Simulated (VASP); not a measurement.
# BN (F-43m) in VASP: single point with PBE

Aim: the single point of BN with PBE.

All numbers are computed with VASP 6.6.1; they aren't measurements. Logs are shortened: lines on timing, memory, paths and dates and some standing lists are left out, and cuts for length are marked.

## (1) The undisturbed crystal

Symmetry: F-43m, No. 216, cubic system. The conventional cell has a = 3.615 Å, b = 3.615 Å, c = 3.615 Å, α = 90.00°, β = 90.00°, γ = 90.00°. B (site symmetry -43m) has 4 N at 1.57 Å as nearest neighbours. N (site symmetry -43m) has 4 B at 1.57 Å as nearest neighbours.

## (2) Single point, PBE (a relaxed cell with its volume scaled by 1.09)

INCAR reads:

```
SYSTEM = BN
PREC = Accurate
ENCUT = 520
EDIFF = 0.05
ISMEAR = 0
SIGMA = 0.02
LREAL = .FALSE.
LASPH = .TRUE.
NELM = 100
ALGO = Normal
ISIF = 2
LWAVE = .FALSE.
LCHARG = .FALSE.
GGA = PE
NBANDS = 11
```

KPOINTS reads:

```
regular mesh
0
G
  14 14 14
  0 0 0
```

POSCAR reads:

```
BN                                      
1.0
   -0.0000000000      1.8655403412      1.8655403412
    1.8655403412      0.0000000000      1.8655403412
    1.8655403412      1.8655403412      0.0000000000
  B               N             
     1     1
Direct
     0.0000000000000000    0.0000000000000000    0.0000000000000000
     0.2500000000000000    0.2500000000000000    0.2500000000000000
```

Potentials or basis: VASP PAW PBE potentials, release 64 (B, N).

Command:

```bash
$ cat potpaw_PBE.64/B/POTCAR potpaw_PBE.64/N/POTCAR > POTCAR
$ mpirun -np 1 vasp_std > vasp.out
```

OUTCAR:

```text
SYSTEM = BN
   PREC = Accurate
   ENCUT = 520
   EDIFF = 0.05
   ISMEAR = 0
   LREAL = .FALSE.
   LASPH = .TRUE.
   NELM = 100
   ISIF = 2
   GGA = PE

 ion  position               nearest neighbor table
   1  0.000  0.000  0.000-   2 1.62   2 1.62   2 1.62   2 1.62
   2  0.250  0.250  0.250-   1 1.62   1 1.62   1 1.62   1 1.62

  LATTYP: Found a face centered cubic cell.
 ALAT       =     3.7310806824

  Lattice vectors:

 A1 = (   0.0000000000,   1.8655403412,   1.8655403412)
 A2 = (   1.8655403412,   0.0000000000,   1.8655403412)
 A3 = (   1.8655403412,   1.8655403412,   0.0000000000)

Analysis of symmetry for initial positions (statically):
=====================================================================
 Subroutine PRICEL returns:
 Original cell was already a primitive cell.

 Routine SETGRP: Setting up the symmetry group for a
 face centered cubic supercell.

 Subroutine GETGRP returns: Found 24 space group operations
 (whereof 24 operations were pure point group operations)
 out of a pool of 48 trial point group operations.

The static configuration has the point symmetry T_d .

Analysis of symmetry for dynamics (positions and initial velocities):
=====================================================================
 Subroutine PRICEL returns:
 Original cell was already a primitive cell.

 Routine SETGRP: Setting up the symmetry group for a
 face centered cubic supercell.

 Subroutine GETGRP returns: Found 24 space group operations
 (whereof 24 operations were pure point group operations)
 out of a pool of 48 trial point group operations.

The dynamic configuration has the point symmetry T_d .

 Subroutine INISYM returns: Found 24 space group operations
 (whereof 24 operations are pure point group operations),
 and found     1 'primitive' translations

----------------------------------------------------------------------------------------

                                     Primitive cell

  volume of cell :      12.9851

  direct lattice vectors                    reciprocal lattice vectors
     0.000000000  1.865540341  1.865540341    -0.268018862  0.268018862  0.268018862
     1.865540341  0.000000000  1.865540341     0.268018862 -0.268018862  0.268018862
     1.865540341  1.865540341  0.000000000     0.268018862  0.268018862 -0.268018862

  length of vectors
     2.638272452  2.638272452  2.638272452     0.464222287  0.464222287  0.464222287

  position of ions in fractional coordinates (direct lattice)
     0.000000000  0.000000000  0.000000000
     0.250000000  0.250000000  0.250000000

  ion indices of the primitive-cell ions
   primitive index   ion index
                 1           1
                 2           2

----------------------------------------------------------------------------------------

 KPOINTS: regular mesh

Automatic generation of k-mesh.
 Grid dimensions read from file:
 generate k-points for:   14   14   14

 Generating k-lattice:

  Cartesian coordinates                     Fractional coordinates (reciprocal lattice)
    -0.019144204  0.019144204  0.019144204     0.071428571  0.000000000  0.000000000
     0.019144204 -0.019144204  0.019144204     0.000000000  0.071428571  0.000000000
     0.019144204  0.019144204 -0.019144204     0.000000000  0.000000000  0.071428571

  Length of vectors
     0.033158735  0.033158735  0.033158735

  Shift w.r.t. Gamma in fractional coordinates (k-lattice)
     0.000000000  0.000000000  0.000000000

 Subroutine IBZKPT returns following result:
 ===========================================

 Found    104 irreducible k-points:

 Following reciprocal coordinates:
            Coordinates               Weight
  0.000000  0.000000  0.000000      1.000000
  0.071429  0.000000  0.000000      8.000000
  0.142857  0.000000  0.000000      8.000000
  0.214286  0.000000  0.000000      8.000000
  0.285714  0.000000  0.000000      8.000000
  0.357143  0.000000  0.000000      8.000000
[... 16 lines left out ...]
  0.214286  0.142857  0.000000     24.000000
  0.285714  0.142857  0.000000     24.000000
 [... further k-points ...]
   k-points           NKPTS =    104   k-points in BZ     NKDIM =    104   number of bands    NBANDS=     11
   number of dos      NEDOS =    301   number of ions     NIONS =      2
   total plane-waves  NPLWV =   8000
   dimension x,y,z NGX =    20 NGY =   20 NGZ =   20
   dimension x,y,z NGXF=    40 NGYF=   40 NGZF=   40
   ions per type =               1   1
   NGX,Y,Z   is equivalent  to a cutoff of  12.60, 12.60, 12.60 a.u.
   NGXF,Y,Z  is equivalent  to a cutoff of  25.21, 25.21, 25.21 a.u.
 SYSTEM =  BN
   PREC   = accura    normal or accurate (medium, high low for compatibility)
   ISTART =      0    job   : 0-new  1-cont  2-samecut
   ICHARG =      2    charge: 1-file 2-atom 10-const
   ISPIN  =      1    spin polarized calculation?
   LNONCOLLINEAR =      F non collinear calculations
   LSORBIT =      F    spin-orbit coupling
   LASPH  =      T    aspherical Exc in radial PAW
   ENCUT  =  520.0 eV  38.22 Ry    6.18 a.u.   4.91  4.91  4.91*2*pi/ulx,y,z
   NELM   =    100;   NELMIN=  2; NELMDL= -5     # of ELM steps
   EDIFF  = 0.5E-01   stopping-criterion for ELM
   LREAL  =      F    real-space projection
   EDIFFG = 0.5E+00   stopping-criterion for IOM
   NSW    =      0    number of steps for IOM
   IBRION =     -1    ionic relax: 0-MD 1-quasi-New 2-CG
   NFREE  =      0    steps in history (QN), initial steepest desc. (CG)
   ISIF   =      2    stress and relaxation
   ISYM   =      2    0-nonsym 1-usesym 2-fastsym
   POTIM  = 0.5000    time-step for ionic-motion
   TEBEG  =    0.0;   TEEND  =   0.0 temperature during run
   PSTRESS=    0.0 pullay stress
   NELECT =       8.0000    total number of electrons
   NUPDOWN=      -1.0000    fix difference up-down
   EMIN   =  10.00;   EMAX   =-10.00  energy-range for DOS
   EFERMI =   0.00;   METHOD = LEGACY
   ISMEAR =     0;   SIGMA  =   0.02  broadening in eV -4-tet -1-fermi 0-gaus
   EFERMI_NEDOS =   21; number of points for ismear=-14 and -15
   IALGO  =     38    algorithm
   IMIX   =      4    mixing-type and parameters
     AMIX     =   0.40;   BMIX     =  1.00
     AMIX_MAG =   1.60;   BMIX_MAG =  1.00
  volume/ion in A,a.u.               =       6.49        43.81
  Fermi-wavevector in a.u.,A,eV,Ry     =   1.393018  2.632423 26.402109  1.940500
  Thomas-Fermi vector in A             =   2.516705
   LORBIT       =      0    0 simple, 1 ext, 2 COOP (PROOUT), +10 PAW based schemes
   GGA     = PE    functional components
   LHFCALC =     F    Hartree Fock is set to
   AEXX    =    0.0000 exact exchange contribution
   IVDW    =     0    specifies the selected vdW correction
   LEPSILON=     F    determine dielectric tensor
   LRPA    =     F    only Hartree local field effects (RPA)
 non-spin polarized calculation
 Gauss-broadening in eV      SIGMA  =   0.02
  energy-cutoff  :      520.00
  volume of cell :       12.99
 maximum number of plane-waves:       359
   NGX =  9   NGY =  9   NGZ =  9

 number of electron       8.0000003 magnetization

 Free energy of the ion-electron system (eV)
  ---------------------------------------------------
  ext. energy  EPLUGINS =         0.00000000
  ---------------------------------------------------
  free energy    TOTEN  =       -17.36544961 eV

  energy without entropy =      -17.36544961  energy(sigma->0) =      -17.36544961

 E-fermi :   6.1535     XC(G=0): -12.5206

 val. band max:        6.0585549718   @ k =   0.0000   0.0000   0.0000
 cond. band min:      10.4413919423   @ k =   0.5000   0.5000   0.0000
 fundamental gap:      4.3828369706
 Fermi energy:         6.1535069277

 k-point     1 :       0.0000    0.0000    0.0000
  band No.  band energies     occupation
      1     -13.1011      2.00000
      2       6.0585      2.00000
      3       6.0585      2.00000
      4       6.0586      2.00000
      5      14.3989      0.00000
      6      14.3989      0.00000
      7      14.3989      0.00000
      8      14.8884      0.00000
      9      29.0242      0.00000
     10      32.8187      0.00000
     11      32.8198      0.00000

 k-point     2 :       0.0714    0.0000    0.0000
  band No.  band energies     occupation
      1     -12.9865      2.00000
      2       5.4139      2.00000
      3       5.9373      2.00000
      4       5.9373      2.00000
      5      14.4069      0.00000
      6      14.5827      0.00000
      7      14.5827      0.00000
      8      15.4232      0.00000
      9      29.0049      0.00000
     10      31.0423      0.00000
     11      31.0424      0.00000

 k-point     3 :       0.1429    0.0000    0.0000
  band No.  band energies     occupation
      1     -12.6464      2.00000
      2       3.8589      2.00000
      3       5.6253      2.00000
      4       5.6254      2.00000
      5      14.4881      0.00000
      6      15.0437      0.00000
      7      15.0438      0.00000
      8      16.5824      0.00000
      9      28.8567      0.00000
     10      29.6231      0.00000
     11      29.6232      0.00000

 k-point     4 :       0.2143    0.0000    0.0000
  band No.  band energies     occupation
      1     -12.0936      2.00000
      2       1.9403      2.00000
      3       5.2312      2.00000
      4       5.2312      2.00000
      5      14.6172      0.00000
      6      15.5734      0.00000
      7      15.5735      0.00000
      8      17.8329      0.00000
      9      28.5100      0.00000
     10      28.9292      0.00000
     11      28.9292      0.00000
[... 239 lines left out ...]
 k-point    22 :       0.1429    0.1429    0.0000
  band No.  band energies     occupation
      1     -12.4957      2.00000
      2       4.4842      2.00000
      3       4.8232      2.00000
      4       4.8233      2.00000
      5      13.5577      0.00000
      6      16.1187      0.00000
      7      16.1187      0.00000
      8      16.3505      0.00000
      9      25.5671      0.00000
     10      30.2845      0.00000
     11      33.6924      0.00000

 k-point    23 :       0.2143    0.1429    0.0000
  band No.  band energies     occupation
      1     -12.0895      2.00000
      2       3.0981      2.00000
      3       4.3438      2.00000
      4       4.6502      2.00000
      5      13.4942      0.00000
      6      16.3713      0.00000
      7      16.8387      0.00000
      8      17.2424      0.00000
      9      24.6344      0.00000
     10      30.5384      0.00000
     11      32.9333      0.00000

 k-point    24 :       0.2857    0.1429    0.0000
  band No.  band energies     occupation
      1     -11.4827      2.00000
      2       1.3388      2.00000
      3       3.9454      2.00000
      4       4.3220      2.00000
      5      13.7863      0.00000
      6      16.6158      0.00000
      7      17.4049      0.00000
      8      17.9418      0.00000
      9      24.6002      0.00000
     10      30.5620      0.00000
     11      32.4170      0.00000

 [... further k-points ...]

------------------------ aborting loop because EDIFF is reached ----------------------------------------

  FORCE on cell =-STRESS in cart. coord.  units (eV):
  Direction    XX          YY          ZZ          XY          YZ          ZX
  --------------------------------------------------------------------------------------
  -------------------------------------------------------------------------------------
  Total       -1.6124013     -1.6124013     -1.6124013     -0.0000000      0.0000000     -0.0000000
  in kB     -198.9481039   -198.9481039   -198.9481039     -0.0000000      0.0000000     -0.0000000
  external PRESSURE =    -198.9481039 kB  Pullay stress =       0.0000000 kB

 VOLUME and BASIS-vectors are now :
 -----------------------------------------------------------------------------
  energy-cutoff  :      520.00
  volume of cell :       12.99
      direct lattice vectors                 reciprocal lattice vectors
     0.000000000  1.865540341  1.865540341    -0.268018862  0.268018862  0.268018862
     1.865540341  0.000000000  1.865540341     0.268018862 -0.268018862  0.268018862
     1.865540341  1.865540341  0.000000000     0.268018862  0.268018862 -0.268018862

 POSITION                                       TOTAL-FORCE (eV/Angst)
 -----------------------------------------------------------------------------------
      0.00000      0.00000      0.00000         0.000000     -0.000000     -0.000000
      0.93277      0.93277      0.93277        -0.000000      0.000000      0.000000
 -----------------------------------------------------------------------------------
    total drift:                                0.000004      0.000004      0.000004

  FREE ENERGIE OF THE ION-ELECTRON SYSTEM (eV)
  ---------------------------------------------------
  free  energy   TOTEN  =       -17.3654496099 eV

  energy  without entropy=      -17.3654496099  energy(sigma->0) =      -17.36544961
```

It took 6.4 s on 1 thread of AMD EPYC 7R13 (Zen 3), shared host; peak memory 0.1 GiB.

What came out:

```
Free energy            : -17.3654 eV
Pressure               : -19.9 GPa
Band gap on the k mesh : 4.38 eV, indirect (least direct gap 8.34 eV)
```

Caveat: so large a pressure means that the cell lies far from this level's equilibrium, or that cutoff or potentials fall short.
